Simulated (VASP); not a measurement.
Wanted: the native input for a VASP 6.6.1 run.

* Task: single point
* Functional: PBE
* Potentials or basis: VASP PAW PBE potentials, release 64 (Cd, F)
* Cutoff: 520 eV
* k mesh: 8 × 8 × 3
* Occupations: fermi-dirac, width 0.05 eV
* Spin: no spin polarisation
* Further INCAR settings: ALGO = Normal; EDIFF = 1e-07; NBANDS = 30

The structure of Cd3F lies in POSCAR:

```
Cd3F
1.0
    3.4428443700      0.0000000000      0.0000000000
    0.0000000000      3.4428443700      0.0000000000
    0.0000000000      0.0000000000      8.9760332300
Cd F
3 1
Direct
    0.5000000000      0.5000000000      0.7642198200
    0.0000000000      0.0000000000      0.5000000000
    0.5000000000      0.5000000000      0.2357801800
    0.0000000000      0.0000000000      0.0000000000
```

The cell was built by a generator and needn't be a form met in nature.

The input as run:

INCAR

```
PREC = Accurate
ENCUT = 520
EDIFF = 1E-7
ISMEAR = -1
SIGMA = 0.05
LREAL = False
LASPH = True
NELM = 80
ALGO = Normal
ISIF = 2
LWAVE = False
LCHARG = False
GGA = PE
NBANDS = 30
```

KPOINTS

```
regular mesh
0
Gamma
  8 8 3
```

Potentials or basis: VASP PAW PBE potentials, release 64 (Cd, F).

Launch:

```bash
$ cat potpaw_PBE.64/Cd/POTCAR potpaw_PBE.64/F/POTCAR > POTCAR
$ mpirun -np 1 vasp_std > vasp.out
```

Results of the run:

```
Pressure               : -6.2 GPa
Largest force          : 0.486 eV/Å
Band gap on the k mesh : none (metal or under the smearing width)
```

Caveat: an odd number of electrons without spin polarisation forces a metal; a magnetic or distorted state may lie lower.

Wall time 39 s on 1 thread of Intel(R) Xeon(R) 6975P-C (Granite Rapids) (shared host), peak memory 0.26 GiB.
